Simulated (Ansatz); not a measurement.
# C3H6O, SMILES CCC=O: a rigid torsion scan

Computed with the Python package of Ansatz (0.2.0).

Run as a notebook:

```python
import ansatz
from ase import Atoms
```

```python
atoms = Atoms(["C", "C", "C", "O", "H", "H", "H", "H", "H", "H"], positions=[
    (-0.6546, 0.4961, 0.7478),
    (0.0135, -0.6201, 0.0742),
    (0.8453, -0.1192, -1.0687),
    (0.9005, -0.5672, -2.1959),
    (-1.3312, 0.1751, 1.5378),
    (0.0086, 1.2827, 1.1418),
    (-1.3127, 1.0702, 0.0212),
    (-0.666, -1.3241, -0.3226),
    (0.6676, -1.1094, 0.8385),
    (1.612, 0.6647, -0.7712),
])
```

```python
# start the scan from a relaxed geometry
first = (
    ansatz.Crystal.molecule_from_ase(atoms).calculation()
    .basis(gaussian="6-31G*")
    .functional("B3LYP", dispersion="d4")
    .relax(force_tolerance=0.02, max_steps=80)
)
atoms.positions = first.run(threads=1, pin="off").report["positions_ang"]
```

```python
start = atoms.get_dihedral(0, 1, 2, 3)
energies = {}
for turn in range(0, 360, 30):
    turned = atoms.copy()
    turned.set_dihedral(0, 1, 2, 3, start + turn, indices=[2, 3, 9])
    base = (
        ansatz.Crystal.molecule_from_ase(turned).calculation()
        .basis(gaussian="6-31G*")
        .functional("B3LYP", dispersion="d4")
    )
    energies[round((start + turn) % 360)] = base.run(threads=1, pin="off").report["free_energy_ev"]
floor = min(energies.values())
print("dihedral C0-C1-C2-O3 (deg)   E - E(min) (kcal/mol)")
for angle, e in sorted(energies.items()):
    print(f"{angle:8d} {23.060548 * (e - floor):14.3f}  " + "#" * int(30 * (e - floor) / max(max(energies.values()) - floor, 1e-9)))
```

    dihedral C0-C1-C2-O3 (deg)   E - E(min) (kcal/mol)
          25          0.590  ########
          55          1.838  #########################
          85          1.818  #########################
         115          1.244  #################
         145          1.498  ####################
         175          1.933  ##########################
         205          1.460  ####################
         235          0.911  ############
         265          1.496  ####################
         295          2.172  ##############################
         325          1.310  ##################
         355          0.000

What to keep in mind:
- The scan is rigid and the energies are electronic, in a modest basis. With rigid groups the curve can differ much from the relaxed path, the start wasn't checked as a minimum of this torsion, and equivalent turns needn't return to the same energy.
- b3lyp holds the VWN-RPA fit, as in Gaussian; the form of ORCA and Turbomole is b3lyp5.
- It ran for 22 s on 1 thread of Intel(R) Xeon(R) 6975P-C (Granite Rapids), with other jobs on the host, peak memory 0.22 GiB.
